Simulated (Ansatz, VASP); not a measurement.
# SiC: VASP beside Ansatz

```
Si C
1.0
     0.00000    2.26685    2.26685
     2.26685    0.00000    2.26685
     2.22696    2.22696    0.03990
Si C
1 1
Direct
  0.00000 0.00000 0.00000
  0.75000 0.75000 0.75000
```

Alike in both runs: task single point; functional PBE; k mesh 12 × 12 × 12; occupations gaussian, width 0.05 eV; no spin polarisation.

|  | VASP | Ansatz |
| --- | --- | --- |
| version | VASP 6.6.1 | Ansatz 0.2.0 |
| potentials or method | VASP PAW PBE potentials, release 64 (Si, C) | scalar-relativistic, plane waves, PAW |
| plane-wave cutoff (eV) | 520 | 520 |
| valence electrons in the cell | 8 | 8 |

|  | VASP | Ansatz | Ansatz less VASP |
| --- | --- | --- | --- |
| gap on the k mesh at the Fermi level (eV) | 1.35 | 1.35 | +0.003 |
| least direct gap on the mesh (eV) | 4.30 | 4.31 | +0.006 |
| pressure (GPa) | -13.9 | -13.9 | -0.01 |
| largest component of the traceless stress (GPa) | 3.89 | 3.87 | -0.017 |
| rms of the force components (eV/Å) | 0.088 | 0.088 | -0.0001 |

Atom by atom the forces differ by 0.000 eV/Å (rms over components). The functional is the same, so the differences come from potentials, cutoffs and numerics.

A k mesh can miss the band edges.
